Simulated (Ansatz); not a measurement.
## Li₂S (antifluorite): the band gap by level of theory

All numbers come from the plane-wave code Ansatz. No spin polarisation and no zero-point or thermal motion.

The cell is antifluorite Li₂S; cell and atoms were relaxed with r2SCAN. Space group Fm-3m (No. 225), cubic; conventional cell a = 5.691 Å, 15.36 Å³ an atom. S is surrounded by 8 Li at 2.46 Å; Li is surrounded by 4 S at 2.46 Å.

Relaxed lattice by functional, symmetry kept:
```json
{"functional": "PBE", "k mesh": "8×8×8", "a (Å)": "5.706", "volume (Å³/atom)": "15.48"}
{"functional": "r2SCAN", "k mesh": "8×8×8", "a (Å)": "5.691", "volume (Å³/atom)": "15.36"}
```

Band edges at fixed r2SCAN geometry:
```json
{"level": "PBE", "k mesh": "8×8×8", "gap (eV)": "3.39", "kind": "indirect", "edges": "Γ → X", "least direct gap (eV)": "4.29", "rough cost": "1.4 core-seconds"}
{"level": "r2SCAN", "k mesh": "8×8×8", "gap (eV)": "3.87", "kind": "indirect", "edges": "Γ → X", "least direct gap (eV)": "4.96", "rough cost": "2.5 core-seconds"}
{"level": "HSE06", "k mesh": "6×6×6", "gap (eV)": "4.34", "kind": "indirect", "edges": "Γ → X", "least direct gap (eV)": "5.34", "rough cost": "60 core-seconds"}
{"level": "PBE0", "k mesh": "6×6×6", "gap (eV)": "5.03", "kind": "indirect", "edges": "Γ → X", "least direct gap (eV)": "6.03", "rough cost": "60 core-seconds"}
{"level": "G0W0@PBE (137 empty bands, 120 eV, 4×4×4)", "k mesh": "4×4×4", "gap (eV)": "4.93", "kind": "–", "edges": "Γ → X (mesh)", "least direct gap (eV)": "–", "rough cost": "11 core-seconds"}
```
PBE: smearing of 0.02 eV; the others have fixed occupations.
Wave cutoffs: 420 eV, 500 eV (r2SCAN).
The G0W0 gap is PBE's gap over the path plus the quasiparticle shift read on the mesh. G0W0 values are finite-basis, finite-mesh values.
Costs come from shared machines and give only the order; PBE's includes the band path. The runs had 2 threads of Arm Neoverse V2, with other jobs on the host.

HSE06 gives an indirect gap of 4.34 eV, from Γ to X; the least direct gap is 5.34 eV at Γ.

Set against the finite-basis gap of 4.93 eV from G0W0@PBE (137 empty bands, 120 eV, 4×4×4), the closest functional is PBE0, which differs by +0.09 eV. The others: HSE06 -0.60, r2SCAN -1.06, PBE -1.54 eV. The yardstick's own error is a tenth of an eV or more. r2SCAN covers 51 % of the step from PBE to HSE06. Among these functionals the gap stays indirect.

r2SCAN (ground state on 6×6×6): ε∞: 3.63 in all directions. Born charges, averaged over directions: S -1.89, Li +0.95 e.

The meshes of the hybrids are coarse, so their gaps aren't converged to the digits shown.
